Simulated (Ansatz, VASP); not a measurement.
# Ge in VASP and in Ansatz

File INCAR:

```
ALGO = Normal
EDIFF = 1E-7
ENCUT = 520
GGA = PE
ISIF = 2
ISMEAR = -1
LASPH = True
LCHARG = False
LREAL = False
LWAVE = False
NBANDS = 21
NELM = 60
PREC = Accurate
SIGMA = 0.05
```

KPOINTS

```
k-points
0
Gamma
  10 10 6
```

File POSCAR:

```
Ge
1.0
    1.5076348143     -2.6288341784      0.0000000000
    1.5076348143      2.6288341784      0.0000000000
    0.0000000000      0.0000000000      4.7898081321
Ge
2
Direct
    0.3334466300      0.6665533700      0.2500000000
    0.6665533700      0.3334466300      0.7500000000
```

input.yaml

```yaml
crystal:
  lattice:
    - [1.5076348143, -2.6288341784, 0.0]
    - [1.5076348143, 2.6288341784, 0.0]
    - [0.0, 0.0, 4.7898081321]
  atoms:
    - { symbol: Ge, position: [0.33344663, 0.66655337, 0.25] }
    - { symbol: Ge, position: [0.66655337, 0.33344663, 0.75] }
hamiltonian:
  xc: pbe
  pseudopotentials: { kind: paw }
kpoints:
  mp_grid: { grid: [10, 10, 6] }
scf:
  occupations: { method: fermi_dirac, width: 0.05 }
output:
  forces: true
  stress: true
  eigenvalues: true
```

Change from the starting cell: volume scaled by 1.04.

Alike in both runs: task single point; functional PBE; k mesh 10 × 10 × 6; occupations fermi-dirac, width 0.05 eV; no spin polarisation.

|  | VASP | Ansatz |
| --- | --- | --- |
| version | VASP 6.6.1 | Ansatz 0.2.0 |
| potentials or method | VASP PAW PBE potentials, release 64 (Ge_d) | Ansatz PAW |
| plane-wave cutoff (eV) | 520 | 420 |
| valence electrons in the cell | 28 | 28 |

```csv
,VASP,Ansatz,Ansatz less VASP
gap on the k mesh at the Fermi level (eV),none,none,-
pressure (GPa),1.3,1.2,-0.02
largest component of the traceless stress (GPa),1.47,1.46,-0.004
```

A gap of «none» marks a metal or a gap that the smearing closes. The functional is the same, so the differences come from potentials, cutoffs and numerics.
